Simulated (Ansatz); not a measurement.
**Where Ag_Al puts its levels in the gap of AlN (P6_3mc)**

Wanted: the transition levels of a substitutional impurity in AlN (P6_3mc), from a cell of 72 host atoms with 1 Al taken out and 1 Ag put in.

Method: place-levels on r2SCAN runs: charge-transition levels and formation energies with image-charge correction and potential alignment at the atomic sites; PAW set soft_1, in Ansatz 0.2.0.

### Step 1. Set-up

The cell holds 72 atoms: 35 Al, 36 N and 1 Ag. Its edges and angles: a = 9.320 Å, b = 9.320 Å, c = 9.956 Å, α = 90.0°, β = 90.0°, γ = 120.0°. It derives from AlN (space group P6_3mc). Nearest the centre at fractional (0.444, 0.556, 0.500): Ag34 at 0.00 Å, N11 at 1.89 Å, N43 at 1.89 Å, N35 at 1.89 Å, N40 at 1.90 Å, Al9 at 3.07 Å, Al13 at 3.07 Å, Al41 at 3.07 Å.

Coordinates:

```xyz
72
Lattice="9.3196 0.0000 0.0000 -4.6598 8.0710 0.0000 0.0000 0.0000 9.9565" Properties=species:S:1:pos:R:3 pbc="T T T"
Al    1.5533    0.8968    2.4852
Al    0.0000    1.7936    4.9743
N     1.5533    0.8968    4.3848
N     0.0000    1.7936    1.8957
Al    1.5533    0.8968    7.4634
Al    0.0000    1.7936    9.9525
N     1.5533    0.8968    9.3631
N     0.0000    1.7936    6.8739
Al    0.0000    3.5871    2.4852
Al   -1.5533    4.4839    4.9743
N     0.0000    3.5871    4.3848
N    -1.5533    4.4839    1.8957
Al    0.0000    3.5871    7.4634
Al   -1.5533    4.4839    9.9525
N     0.0000    3.5871    9.3631
N    -1.5533    4.4839    6.8739
Al   -1.5533    6.2774    2.4852
Al   -3.1065    7.1742    4.9743
N    -1.5533    6.2774    4.3848
N    -3.1065    7.1742    1.8957
Al   -1.5533    6.2774    7.4634
Al   -3.1065    7.1742    9.9525
N    -1.5533    6.2774    9.3631
N    -3.1065    7.1742    6.8739
Al    4.6598    0.8968    2.4852
Al    3.1065    1.7936    4.9743
N     4.6598    0.8968    4.3848
N     3.1065    1.7936    1.8957
Al    4.6598    0.8968    7.4634
Al    3.1065    1.7936    9.9525
N     4.6598    0.8968    9.3631
N     3.1065    1.7936    6.8739
Al    3.1065    3.5871    2.4852
Ag    1.5533    4.4839    4.9743
N     3.1065    3.5871    4.3848
N     1.5533    4.4839    1.8957
Al    3.1065    3.5871    7.4634
Al    1.5533    4.4839    9.9525
N     3.1065    3.5871    9.3631
N     1.5533    4.4839    6.8739
Al    1.5533    6.2774    2.4852
Al    0.0000    7.1742    4.9743
N     1.5533    6.2774    4.3848
N     0.0000    7.1742    1.8957
Al    1.5533    6.2774    7.4634
Al    0.0000    7.1742    9.9525
N     1.5533    6.2774    9.3631
N     0.0000    7.1742    6.8739
Al    7.7663    0.8968    2.4852
Al    6.2130    1.7936    4.9743
N     7.7663    0.8968    4.3848
N     6.2130    1.7936    1.8957
Al    7.7663    0.8968    7.4634
Al    6.2130    1.7936    9.9525
N     7.7663    0.8968    9.3631
N     6.2130    1.7936    6.8739
Al    6.2130    3.5871    2.4852
Al    4.6598    4.4839    4.9743
N     6.2130    3.5871    4.3848
N     4.6598    4.4839    1.8957
Al    6.2130    3.5871    7.4634
Al    4.6598    4.4839    9.9525
N     6.2130    3.5871    9.3631
N     4.6598    4.4839    6.8739
Al    4.6598    6.2774    2.4852
Al    3.1065    7.1742    4.9743
N     4.6598    6.2774    4.3848
N     3.1065    7.1742    1.8957
Al    4.6598    6.2774    7.4634
Al    3.1065    7.1742    9.9525
N     4.6598    6.2774    9.3631
N     3.1065    7.1742    6.8739
```

The host's dielectric constants go in as inputs: (4.49, 4.49, 4.72) for the electrons alone, (8.15, 8.15, 9.65) with the ions, computed on the host (DFPT, PBEsol, on the r2SCAN cell), and a cell off the functional's own equilibrium shifts the ionic part.

The cell's shortest repeat is 9.3 Å.

### Step 2. Charge states

Levels follow from differences of total energies between charge states, each relaxed by itself.

Random displacements of about 0.05 Å break the site symmetry at the start, so that the relaxation can reach a distorted minimum if there is one. Forces are taken at one point at (¼, ¼, ¼). The cell holds 2 electrons more than the neutral one, with a uniform background that keeps it neutral on the whole.

The sampling was tested on the host first: at the k-points planned (1x1x1 shifted 0.25 0.25 0.25) its energy lies -0.014 eV an atom from the dense-mesh value, under the bound of 0.02 eV set for this test; that bounds the host's error, not the defect's.

One of the inputs; charge, spin and start change from state to state.

The input, qm2.relax/input.yaml:

```yaml
crystal:
  lattice:
    - [9.31956554, 9.0e-08, 0.0]
    - [-4.65978284, 8.07098046, 0.0]
    - [0.0, 0.0, 9.95647772]
  atoms:
    - { symbol: Al, position: [0.22222222, 0.11111111, 0.24960167] }
    - { symbol: Al, position: [0.11111111, 0.22222222, 0.49960167] }
    - { symbol: "N", position: [0.22222222, 0.11111111, 0.44039833] }
    - { symbol: "N", position: [0.11111111, 0.22222222, 0.19039833] }
    - { symbol: Al, position: [0.22222222, 0.11111111, 0.74960167] }
    - { symbol: Al, position: [0.11111111, 0.22222222, 0.99960167] }
    - { symbol: "N", position: [0.22222222, 0.11111111, 0.94039833] }
    - { symbol: "N", position: [0.11111111, 0.22222222, 0.69039833] }
    - { symbol: Al, position: [0.22222222, 0.44444444, 0.24960167] }
    - { symbol: Al, position: [0.11111111, 0.55555556, 0.49960167] }
    - { symbol: "N", position: [0.22222222, 0.44444444, 0.44039833] }
    - { symbol: "N", position: [0.11111111, 0.55555556, 0.19039833] }
    - { symbol: Al, position: [0.22222222, 0.44444444, 0.74960167] }
    - { symbol: Al, position: [0.11111111, 0.55555556, 0.99960167] }
    - { symbol: "N", position: [0.22222222, 0.44444444, 0.94039833] }
    - { symbol: "N", position: [0.11111111, 0.55555556, 0.69039833] }
    - { symbol: Al, position: [0.22222222, 0.77777778, 0.24960167] }
    - { symbol: Al, position: [0.11111111, 0.88888889, 0.49960167] }
    - { symbol: "N", position: [0.22222222, 0.77777778, 0.44039833] }
    - { symbol: "N", position: [0.11111111, 0.88888889, 0.19039833] }
    - { symbol: Al, position: [0.22222222, 0.77777778, 0.74960167] }
    - { symbol: Al, position: [0.11111111, 0.88888889, 0.99960167] }
    - { symbol: "N", position: [0.22222222, 0.77777778, 0.94039833] }
    - { symbol: "N", position: [0.11111111, 0.88888889, 0.69039833] }
    - { symbol: Al, position: [0.55555556, 0.11111111, 0.24960167] }
    - { symbol: Al, position: [0.44444444, 0.22222222, 0.49960167] }
    - { symbol: "N", position: [0.55555556, 0.11111111, 0.44039833] }
    - { symbol: "N", position: [0.44444444, 0.22222222, 0.19039833] }
    - { symbol: Al, position: [0.55555556, 0.11111111, 0.74960167] }
    - { symbol: Al, position: [0.44444444, 0.22222222, 0.99960167] }
    - { symbol: "N", position: [0.55555556, 0.11111111, 0.94039833] }
    - { symbol: "N", position: [0.44444444, 0.22222222, 0.69039833] }
    - { symbol: Al, position: [0.55555556, 0.44444444, 0.24960167] }
    - { symbol: Ag, position: [0.44444444, 0.55555556, 0.49960167] }
    - { symbol: "N", position: [0.55555556, 0.44444444, 0.44039833] }
    - { symbol: "N", position: [0.44444444, 0.55555556, 0.19039833] }
    - { symbol: Al, position: [0.55555556, 0.44444444, 0.74960167] }
    - { symbol: Al, position: [0.44444444, 0.55555556, 0.99960167] }
    - { symbol: "N", position: [0.55555556, 0.44444444, 0.94039833] }
    - { symbol: "N", position: [0.44444444, 0.55555556, 0.69039833] }
    - { symbol: Al, position: [0.55555556, 0.77777778, 0.24960167] }
    - { symbol: Al, position: [0.44444444, 0.88888889, 0.49960167] }
    - { symbol: "N", position: [0.55555556, 0.77777778, 0.44039833] }
    - { symbol: "N", position: [0.44444444, 0.88888889, 0.19039833] }
    - { symbol: Al, position: [0.55555556, 0.77777778, 0.74960167] }
    - { symbol: Al, position: [0.44444444, 0.88888889, 0.99960167] }
    - { symbol: "N", position: [0.55555556, 0.77777778, 0.94039833] }
    - { symbol: "N", position: [0.44444444, 0.88888889, 0.69039833] }
    - { symbol: Al, position: [0.88888889, 0.11111111, 0.24960167] }
    - { symbol: Al, position: [0.77777778, 0.22222222, 0.49960167] }
    - { symbol: "N", position: [0.88888889, 0.11111111, 0.44039833] }
    - { symbol: "N", position: [0.77777778, 0.22222222, 0.19039833] }
    - { symbol: Al, position: [0.88888889, 0.11111111, 0.74960167] }
    - { symbol: Al, position: [0.77777778, 0.22222222, 0.99960167] }
    - { symbol: "N", position: [0.88888889, 0.11111111, 0.94039833] }
    - { symbol: "N", position: [0.77777778, 0.22222222, 0.69039833] }
    - { symbol: Al, position: [0.88888889, 0.44444444, 0.24960167] }
    - { symbol: Al, position: [0.77777778, 0.55555556, 0.49960167] }
    - { symbol: "N", position: [0.88888889, 0.44444444, 0.44039833] }
    - { symbol: "N", position: [0.77777778, 0.55555556, 0.19039833] }
    - { symbol: Al, position: [0.88888889, 0.44444444, 0.74960167] }
    - { symbol: Al, position: [0.77777778, 0.55555556, 0.99960167] }
    - { symbol: "N", position: [0.88888889, 0.44444444, 0.94039833] }
    - { symbol: "N", position: [0.77777778, 0.55555556, 0.69039833] }
    - { symbol: Al, position: [0.88888889, 0.77777778, 0.24960167] }
    - { symbol: Al, position: [0.77777778, 0.88888889, 0.49960167] }
    - { symbol: "N", position: [0.88888889, 0.77777778, 0.44039833] }
    - { symbol: "N", position: [0.77777778, 0.88888889, 0.19039833] }
    - { symbol: Al, position: [0.88888889, 0.77777778, 0.74960167] }
    - { symbol: Al, position: [0.77777778, 0.88888889, 0.99960167] }
    - { symbol: "N", position: [0.88888889, 0.77777778, 0.94039833] }
    - { symbol: "N", position: [0.77777778, 0.88888889, 0.69039833] }
  host:
    repeats: [3, 3, 2]
    atoms:
      - { symbol: Al, position: [0.66666667, 0.33333333, 0.49920333] }
      - { symbol: Al, position: [0.33333333, 0.66666667, 0.99920333] }
      - { symbol: "N", position: [0.66666667, 0.33333333, 0.88079667] }
      - { symbol: "N", position: [0.33333333, 0.66666667, 0.38079667] }
total_charge: -2
basis:
  ecutwfc: 500
  xc_grid: 2
hamiltonian:
  xc: r2scan
  pseudopotentials: { kind: paw, azcp: { folder: soft_1 } }
kpoints:
  mp_grid: { grid: [1, 1, 1], shift: [0.25, 0.25, 0.25] }
scf:
  occupations: { method: fixed }
  max_iter: 60
output:
  forces: true
  charged_corrections:
    epsilon: [4.49, 4.49, 4.72]
    static_epsilon: [8.15, 8.15, 9.65]
    defect_position: [0.444444, 0.555556, 0.499602]
relax:
  f_tol: 0.02
  max_steps: 80
  random_displacement: { amplitude: 0.05, seed: 8274 }
checkpoint:
  write: "../qm2.relax.run"
  compress: false
  write_wavefunctions: true
  write_every: 100000
```

Run with:

```sh
ansatz run input.yaml --threads 4 --pin off --max-ram 15073MiB --backend cpu --events-out ev --progress --plain --runs-dir out
```

The relaxed structure is kept and the sampling changed to a 2×2×2 shifted mesh.

The run of this state that the levels use, under r2SCAN:

The input, qm2.point/input.yaml:

```yaml
crystal:
  checkpoint: "../qm2.relax.run"
  host: checkpoint
total_charge: -2
basis:
  ecutwfc: 500
  xc_grid: 2
hamiltonian:
  xc: r2scan
  pseudopotentials: { kind: paw, azcp: { folder: soft_1 } }
kpoints:
  mp_grid: { grid: [2, 2, 2], shift: [0.5, 0.5, 0.5] }
scf:
  occupations: { method: fermi_dirac, width: 0.01 }
  max_iter: 60
output:
  forces: true
  eigenvalues: true
  charged_corrections:
    epsilon: [4.49, 4.49, 4.72]
    static_epsilon: [8.15, 8.15, 9.65]
    defect_position: [0.444444, 0.555556, 0.499602]
  eigenstates: { localisation: true }
  populations: true
  band_densities: [{ bands: [v1, v1] }, { bands: [c1, c1] }]
  write_density: true
  write_potential: true
  volumetric_format: npy
  elf: true
checkpoint:
  read: "../qm2.relax.run"
  write: "../qm2.point.run"
  compress: false
  write_wavefunctions: false
  write_every: 100000
```

Relaxations under r2SCAN at one point at (¼, ¼, ¼); times on 4 threads of Arm Neoverse V1, shared host:

```tsv
charge	moment (μB)	occupations	outcome	steps	largest displacement against the far atoms (Å)	time
−2	0	fixed	converged	8	0.45	2.1 min
−1	1	fixed	converged	7	0.28	4.8 min
0	0	fixed	converged	9	0.28	3 min
0	2	fixed	converged	6	0.27	3.7 min
+1	1	fixed	converged	7	0.27	4.3 min
+1	3	fixed	converged	7	0.23	3.9 min
```

Single points under r2SCAN at a 2×2×2 shifted mesh; times on 4 threads of Arm Neoverse V1, shared host:

```tsv
charge	moment (μB)	occupations	outcome	time
−2	0	fermi-dirac	converged	98 s
−1	1	fermi-dirac	converged	4.2 min
0	0	fermi-dirac	converged	2 min
0	2	fermi-dirac	converged	6.1 min
+1	1	fermi-dirac	converged	3.8 min
+1	3	fermi-dirac	converged	3.6 min
```

Distances (Å) from Ag34 to the nearest atoms after relaxation with r2SCAN:

```tsv
charge	moment (μB)	1.	2.	3.	4.	5.	6.
−2	0	N 2.21	N 2.21	N 2.21	N 2.22	Al 2.99	Al 2.99
−1	1	N 2.15	N 2.16	N 2.16	N 2.18	N 3.08	Al 3.09
0	0	N 2.10	N 2.12	N 2.15	N 2.16	N 2.96	Al 3.03
0	2	N 2.12	N 2.12	N 2.15	N 2.15	N 3.03	Al 3.06
+1	1	N 2.11	N 2.12	N 2.12	N 2.12	N 3.00	Al 3.09
+1	3	N 2.10	N 2.11	N 2.11	N 2.13	N 3.06	Al 3.13
```

[end of part 1 of 2]

[Logs are printed without paths, hosts, clocks, repeated set-up lines and the standing remarks that a program may print on its own settings, such as how far it seeks lower states.]

[Hosts, paths, dates, database ids (printed as entryN), source tags and the programs' standing remarks are cut or masked in the printed files.]

[Where a table of states has a column of steps, it counts the stored structures, which are thinned; the runs took as many ionic steps or more.]

[A defect's name tells the site on which it was built; relaxed atoms can leave that site.]

[For some hosts the program warned that the k-mesh of the response run may be too coarse for force constants and the static dielectric constant; such warnings are not shown here.]
